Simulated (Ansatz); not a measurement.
# Sc$_{2}$Al: pressure against volume

Sc$_{2}$Al, P6_3/mmc, a = 4.851 Å, c = 6.085 Å. The structure is a Materials Project entry; whether it is the stable form wasn't checked. Ansatz: PBEsol, PAW, 420 eV, Γ-centred 12×12×6 mesh on 6 atoms, Gaussian smearing 0.10 eV; no spin polarisation. Shape and atoms are relaxed at each volume; pressure is positive in compression.

| V (Å³/atom) | P (GPa) |
| --- | --- |
| 19.429 | 5.10 |
| 20.049 | 2.37 |
| 20.669 | -0.01 |
| 21.289 | ? |
| 21.909 | -3.88 |

Take V0 = 20.669 Å³/atom, count pressures from its P0 = -0.01 GPa, fit the third-order Birch–Murnaghan form to the other rows, and predict the missing pressure.

With the Eulerian strain f = ½[(V0/V)^(2/3) − 1] and y = (P − P0)/[3f(1 + 2f)^(5/2)], the form is the line y = B0 + 1.5 B0 (B0′ − 4) f. Rows (f, y): 0.02105, 73.0; 0.01026, 73.5; -0.01905, 74.6. Means f = 0.004087, y = 73.700; Σ(Δf)² = 0.0008612, ΣΔfΔy = -0.03393; the slope is their ratio. y = 73.86 − 39.40 f GPa, so B0 = 73.9 GPa and B0′ = 4 + 2 × (-39.40)/(3 × 73.86) = 3.64. At V = 21.289, f = -0.00976, y = 74.24 and P = -2.08 GPa. The run gave -2.07 GPa, so the fit is 0.01 GPa too low, a small miss on the scale of the series.